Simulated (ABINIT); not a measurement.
Ta:

```
CELL_PARAMETERS angstrom
-1.65128 1.65128 1.65128
1.65128 -1.65128 1.65128
1.65128 1.65128 -1.65128
ATOMIC_POSITIONS crystal
Ta 0.00000 0.00000 0.00000
```

Base run:

| Property | Result |
| --- | --- |
| Program | ABINIT 10.8.3 (patched build) |
| Functional | LDA |
| Potentials or basis | PseudoDojo NC SR LDA v0.4.1 standard |
| Cutoff | 707 eV |
| k mesh | 14 × 14 × 14, with 2 shifts |
| Occupations | methfessel-paxton, width 0.2 eV |
| Spin | no spin polarisation |

Its results: pressure -10.6 GPa.

The run is repeated on the same cell with these changes: k mesh from 14 × 14 × 14, with 2 shifts to 8 × 8 × 8; occupations from methfessel-paxton, width 0.2 eV to fermi-dirac, width 0.05 eV. What comes out?

Pressure -12.2 GPa.

Not every run made on this cell is shown here.
